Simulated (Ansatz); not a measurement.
# V: single point with PBEsol

The system is V.

```
CELL_PARAMETERS angstrom
-1.51435 1.51435 1.51435
1.51435 -1.51435 1.51435
1.51435 1.51435 -1.51435
ATOMIC_POSITIONS crystal
V 0.00000 0.00000 0.00000
```

| Property | Result |
| --- | --- |
| Program | Ansatz 0.2.0 |
| Task | single point |
| Functional | PBEsol |
| Potentials or basis | Ansatz PAW |
| Cutoff | 420 eV (not typed: the program's choice for these potentials) |
| k mesh | 10 × 10 × 10 |
| Occupations | fermi-dirac, width 0.05 eV |
| Spin | collinear spin, ferromagnetic start |
| Starting moments | [2.0] μB |
| Fixed moment | 2 μB |

| Item | Value |
| --- | --- |
| Pressure | 8.6 GPa |
| Net moment | 2.00 μB per cell |
| Absolute moment | 2.00 μB per cell |
| Site moments | V +1.61 μB |

Run time: 0.39 s on 2 threads of AMD EPYC 9R45 96-Core Processor (Zen 5), with other jobs on the host, peak memory 0.3 GiB.

Caveat: the total moment is fixed, so each spin has its own Fermi level; the PAW data sets come from PBE, with cores solved anew for the run's functional, which leaves a small shift of forces and pressure; the thresholds are loose for stress.
